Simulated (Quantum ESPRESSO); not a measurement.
Write the native input for Quantum ESPRESSO 7.5 that does the following.

| Property | Result |
| --- | --- |
| Task | relaxation of cell and atoms |
| Functional | PBEsol |
| Potentials or basis | GBRV 1.5 PBEsol |
| Cutoff | 707 eV |
| Density cutoff | 5633 eV |
| k mesh | 9 × 9 × 7 |
| Occupations | fermi-dirac, width 0.05 eV |
| Spin | no spin polarisation |
| Target pressure | 30 GPa |
| Mixing beta | 0.5 |
| Most SCF iterations | 120 |
| SCF threshold | 6e-10 Ry |
| Most ionic steps | 40 |
| Forc conv thr | 0.0004 Ry/bohr |
| Etot conv thr | 1e-05 Ry |
| Ion dynamics | bfgs |
| Cell dynamics | bfgs |
| Press conv thr | 0.3 kbar |

Crystal: CdO2.

```xyz
3
Lattice="3.4762 0.0000 0.0000 -1.7381 3.0105 0.0000 0.0000 0.0000 4.1481" Properties=species:S:1:pos:R:3 pbc="T T T"
Cd    0.0000    0.0000    0.0000
O     0.0000    2.0070    1.0130
O     1.7381    1.0035    3.1350
```

The cell comes from a database or a generator and needn't be the stable form of this composition.

These files were run (other wordings do the same):

pw.in

```
&CONTROL
  calculation = 'vc-relax'
  prefix = 'pwscf'
  outdir = './tmp'
  pseudo_dir = './pseudo'
  tprnfor = .true.
  tstress = .true.
  disk_io = 'low'
  nstep = 40
  forc_conv_thr = 0.0004
  etot_conv_thr = 1d-05
/
&SYSTEM
  ibrav = 0
  A = 3.47622958
  nat = 3
  ntyp = 2
  ecutwfc = 52
  ecutrho = 414
  nbnd = 19
  occupations = 'smearing'
  smearing = 'fd'
  degauss = 0.00367493
/
&ELECTRONS
  conv_thr = 6d-10
  electron_maxstep = 120
  mixing_beta = 0.5
/
&IONS
  ion_dynamics = 'bfgs'
/
&CELL
  cell_dynamics = 'bfgs'
  press = 300
  press_conv_thr = 0.3
/
ATOMIC_SPECIES
Cd   112.4140 cd_pbesol_v1.uspp.F.UPF
O     15.9990 o_pbesol_v1.2.uspp.F.UPF
CELL_PARAMETERS alat
   0.9999999989    0.0000000000    0.0000000000
  -0.4999999995    0.8660254028    0.0000000000
   0.0000000000    0.0000000000    1.1932687139
ATOMIC_POSITIONS alat
Cd     0.0000000000    0.0000000000    0.0000000000
O     -0.0000000001    0.5773502686    0.2914188920
O      0.4999999995    0.2886751342    0.9018498218
K_POINTS automatic
9 9 7 0 0 0
```

Potentials or basis: GBRV 1.5 PBEsol.

The run is started by

```console
$ OMP_NUM_THREADS=1 mpirun -n 2 pw.x -nk 2 -in pw.in > pw.out
```

Results of the run:

```
Relaxed volume                                         : 9.70 Å³/atom
Relaxed cell                                           : a = 3.257 Å, b = 3.257 Å, c = 3.170 Å, α = 90.00°, β = 90.00°, γ = 120.00°
Space group after relaxing (to 0.05 Å)                 : P-3m1 (No. 164)
Energy change on relaxing (the enthalpy is what falls) : +39.0 meV/atom
Ionic steps                                            : 12
Pressure after relaxing                                : 29.5 GPa
Band gap on the k mesh                                 : none (metal or under the smearing width)
```

Caveat: the volume moved by over 15 % at a fixed basis, so the end points are rough.

It took 2 min on 2 MPI ranks on Intel(R) Xeon(R) 6975P-C (Granite Rapids), with other jobs on the host, peak memory 0.36 GiB a rank.
